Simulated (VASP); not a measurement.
# Sn (Im-3m) in VASP: notebook, part 2 of 2

VASP 6.6.1.

### 5 Single point, PBE

The input, run.py:

```python
from ase.calculators.vasp import Vasp
from ase.dft.bandgap import bandgap
from ase.spacegroup import crystal

atoms = crystal(
    ['Sn'],
    basis=[[0.0, 0.0, 0.0]],
    spacegroup=229,
    setting=1,
    cellpar=[3.78930364, 3.78930364, 3.78930364, 90.0, 90.0, 90.0],
    primitive_cell=True,
)
calc = Vasp(
    directory='calc',
    xc='pbe',
    pp='PBE',
    setups='minimal',
    prec='Accurate',
    encut=500,
    ediff=1e-06,
    ismear=0,
    sigma=0.1,
    lreal=False,
    lasph=True,
    nelm=60,
    algo='Fast',
    isif=2,
    lwave=False,
    lcharg=False,
    kpts=[10, 10, 10],
    gamma=True,
    nbands=8,
)
atoms.calc = calc

print('energy (eV):', atoms.get_potential_energy())
print('free energy (eV):', atoms.get_potential_energy(force_consistent=True))
print('forces (eV/A):')
print(atoms.get_forces())
print('stress (eV/A^3, Voigt):', atoms.get_stress())
print('Fermi level (eV):', calc.get_fermi_level())
gap, top, bottom = bandgap(calc)
print('band gap (eV):', gap, 'from (spin, k, band)', top, 'to', bottom)
```

Potentials or basis: VASP PAW PBE potentials, release 64 (Sn).

On the command line:

```bash
> python run.py
```

The log of the run:

```text
energy (eV): -3.75074933
free energy (eV): -3.75296195
forces (eV/A):
[[-0.  0. -0.]]
stress (eV/A^3, Voigt): [-0.00288105 -0.00288105 -0.00288105  0.         -0.         -0.        ]
Fermi level (eV): 5.34206186
band gap (eV): 0.0 from (spin, k, band) (None, None, None) to (None, None, None)
```

OUTCAR:

```text
ENCUT = 500.000000
   EDIFF = 1.00e-06
   GGA = PE
   PREC = Accurate
   ISIF = 2
   ISMEAR = 0
   NELM = 60
   LASPH = .TRUE.
   LREAL = .FALSE.

 ion  position               nearest neighbor table
   1  0.000  0.000  0.000-

  LATTYP: Found a body centered cubic cell.
 ALAT       =     3.7893036400

  Lattice vectors:

 A1 = (  -1.8946518200,   1.8946518200,   1.8946518200)
 A2 = (   1.8946518200,  -1.8946518200,   1.8946518200)
 A3 = (   1.8946518200,   1.8946518200,  -1.8946518200)

Analysis of symmetry for initial positions (statically):
=====================================================================
 Subroutine PRICEL returns:
 Original cell was already a primitive cell.

 Routine SETGRP: Setting up the symmetry group for a
 body centered cubic supercell.

 Subroutine GETGRP returns: Found 48 space group operations
 (whereof 48 operations were pure point group operations)
 out of a pool of 48 trial point group operations.

The static configuration has the point symmetry O_h .

Analysis of symmetry for dynamics (positions and initial velocities):
=====================================================================
 Subroutine PRICEL returns:
 Original cell was already a primitive cell.

 Routine SETGRP: Setting up the symmetry group for a
 body centered cubic supercell.

 Subroutine GETGRP returns: Found 48 space group operations
 (whereof 48 operations were pure point group operations)
 out of a pool of 48 trial point group operations.

The dynamic configuration has the point symmetry O_h .

 Subroutine INISYM returns: Found 48 space group operations
 (whereof 48 operations are pure point group operations),
 and found     1 'primitive' translations

----------------------------------------------------------------------------------------

                                     Primitive cell

  volume of cell :      27.2050

  direct lattice vectors                    reciprocal lattice vectors
    -1.894651820  1.894651820  1.894651820     0.000000000  0.263900731  0.263900731
     1.894651820 -1.894651820  1.894651820     0.263900731  0.000000000  0.263900731
     1.894651820  1.894651820 -1.894651820     0.263900731  0.263900731  0.000000000

  length of vectors
     3.281633215  3.281633215  3.281633215     0.373211993  0.373211993  0.373211993

  position of ions in fractional coordinates (direct lattice)
     0.000000000  0.000000000  0.000000000

  ion indices of the primitive-cell ions
   primitive index   ion index
                 1           1
[... 71 lines left out ...]
   NELM   =     60;   NELMIN=  2; NELMDL= -5     # of ELM steps
   EDIFF  = 0.1E-05   stopping-criterion for ELM
   LREAL  =      F    real-space projection
   EDIFFG = 0.1E-04   stopping-criterion for IOM
   NSW    =      0    number of steps for IOM
   IBRION =     -1    ionic relax: 0-MD 1-quasi-New 2-CG
   NFREE  =      0    steps in history (QN), initial steepest desc. (CG)
   ISIF   =      2    stress and relaxation
   ISYM   =      2    0-nonsym 1-usesym 2-fastsym
   POTIM  = 0.5000    time-step for ionic-motion
   TEBEG  =    0.0;   TEEND  =   0.0 temperature during run
   PSTRESS=    0.0 pullay stress
   NELECT =       4.0000    total number of electrons
   NUPDOWN=      -1.0000    fix difference up-down
   EMIN   =  10.00;   EMAX   =-10.00  energy-range for DOS
   EFERMI =   0.00;   METHOD = LEGACY
   ISMEAR =     0;   SIGMA  =   0.10  broadening in eV -4-tet -1-fermi 0-gaus
   EFERMI_NEDOS =   21; number of points for ismear=-14 and -15
   IALGO  =     68    algorithm
   IMIX   =      4    mixing-type and parameters
     AMIX     =   0.40;   BMIX     =  1.00
     AMIX_MAG =   1.60;   BMIX_MAG =  1.00
  volume/ion in A,a.u.               =      27.20       183.59
  Fermi-wavevector in a.u.,A,eV,Ry     =   0.864063  1.632842 10.158176  0.746605
  Thomas-Fermi vector in A             =   1.982105
   LORBIT       =      0    0 simple, 1 ext, 2 COOP (PROOUT), +10 PAW based schemes
   GGA     = PE    functional components
   LHFCALC =     F    Hartree Fock is set to
   AEXX    =    0.0000 exact exchange contribution
   IVDW    =     0    specifies the selected vdW correction
   LEPSILON=     F    determine dielectric tensor
   LRPA    =     F    only Hartree local field effects (RPA)
 non-spin polarized calculation
 RMM-DIIS sequential band-by-band and
 Gauss-broadening in eV      SIGMA  =   0.10
  energy-cutoff  :      500.00
  volume of cell :       27.20
 maximum number of plane-waves:       706
   NGX = 11   NGY = 11   NGZ = 11

 number of electron       4.0000000 magnetization

 Free energy of the ion-electron system (eV)
  ---------------------------------------------------
  ext. energy  EPLUGINS =         0.00000000
  ---------------------------------------------------
  free energy    TOTEN  =        -3.75296195 eV

  energy without entropy =       -3.74853671  energy(sigma->0) =       -3.75074933

 E-fermi :   5.3421     XC(G=0): -10.2083

 val. band max:        5.2657224021   @ k =   0.2000   0.2000   0.0000
 cond. band min:       5.3498460133   @ k =   0.3000   0.0000   0.0000
 fundamental gap:      0.0841236112
 Fermi energy:         5.3420618591

 k-point     1 :       0.0000    0.0000    0.0000
  band No.  band energies     occupation
      1      -5.7105      2.00000
      2      13.3481      0.00000
      3      13.3481      0.00000
      4      13.3481      0.00000
      5      17.5450      0.00000
      6      17.5450      0.00000
      7      17.5450      0.00000
      8      17.6670      0.00000
[... 243 lines left out ...]
 k-point    24 :      -0.3000    0.3000    0.1000
  band No.  band energies     occupation
      1      -3.5376      2.00000
      2       5.5304      0.00772
      3       9.2259      0.00000
      4      10.5285      0.00000
      5      14.3193      0.00000
      6      15.2393      0.00000
      7      16.2618      0.00000
      8      22.1871      0.00000

 [... further k-points ...]
[... 5 lines left out ...]
  --------------------------------------------------------------------------------------
  -------------------------------------------------------------------------------------
  Total        0.0783788      0.0783788      0.0783788     -0.0000000     -0.0000000      0.0000000
  in kB        4.6159498      4.6159498      4.6159498     -0.0000000     -0.0000000      0.0000000
  external PRESSURE =       4.6159498 kB  Pullay stress =       0.0000000 kB

 VOLUME and BASIS-vectors are now :
 -----------------------------------------------------------------------------
  energy-cutoff  :      500.00
  volume of cell :       27.20
      direct lattice vectors                 reciprocal lattice vectors
    -1.894651820  1.894651820  1.894651820     0.000000000  0.263900731  0.263900731
     1.894651820 -1.894651820  1.894651820     0.263900731  0.000000000  0.263900731
     1.894651820  1.894651820 -1.894651820     0.263900731  0.263900731  0.000000000

 POSITION                                       TOTAL-FORCE (eV/Angst)
 -----------------------------------------------------------------------------------
      0.00000      0.00000      0.00000        -0.000000      0.000000     -0.000000
 -----------------------------------------------------------------------------------
    total drift:                                0.000000      0.000000      0.000000

  FREE ENERGIE OF THE ION-ELECTRON SYSTEM (eV)
  ---------------------------------------------------
  free  energy   TOTEN  =        -3.7529619519 eV

  energy  without entropy=       -3.7485367113  energy(sigma->0) =       -3.75074933
```

INCAR:

```text
ENCUT = 500.000000
SIGMA = 0.100000
EDIFF = 1.00e-06
ALGO = Fast
GGA = PE
PREC = Accurate
ISIF = 2
ISMEAR = 0
NBANDS = 8
NELM = 60
LASPH = .TRUE.
LCHARG = .FALSE.
LWAVE = .FALSE.
LREAL = .FALSE.
```

Run time: 10 s. Hardware: 1 thread of Intel Xeon Platinum 8259CL at 2.50GHz (Skylake/Cascade Lake), shared host; peak memory 0.14 GiB.

What came out:

```
Free energy            : -3.7530 eV
Pressure               : 0.5 GPa
Band gap on the k mesh : none (metal or under the smearing width)
```

### 6 The runs side by side

| task | potentials or basis | cell | cutoff (eV) | smearing | gap on the mesh (eV) | pressure (GPa) | relaxed volume (Å³/atom) |
| --- | --- | --- | --- | --- | --- | --- | --- |
| relaxation of cell and atoms | VASP PAW PBE potentials, release 54 (Sn_d) | relaxed | 600 | fermi-dirac 0.05 eV | none | 0.0 | 27.59 |
| relaxation of cell and atoms | VASP PAW PBE potentials, release 54 (Sn) | relaxed | 600 | fermi-dirac 0.05 eV | none | -0.1 | 27.53 |
| single point | VASP PAW PBE potentials, release 64 (Sn) | as given | 500 | gaussian 0.1 eV | none | 0.5 | - |

Alike in all rows: level PBE; no spin polarisation; k mesh 10 × 10 × 10.

Total energies depend on the potentials used, so only differences within one code and one set of settings carry meaning.
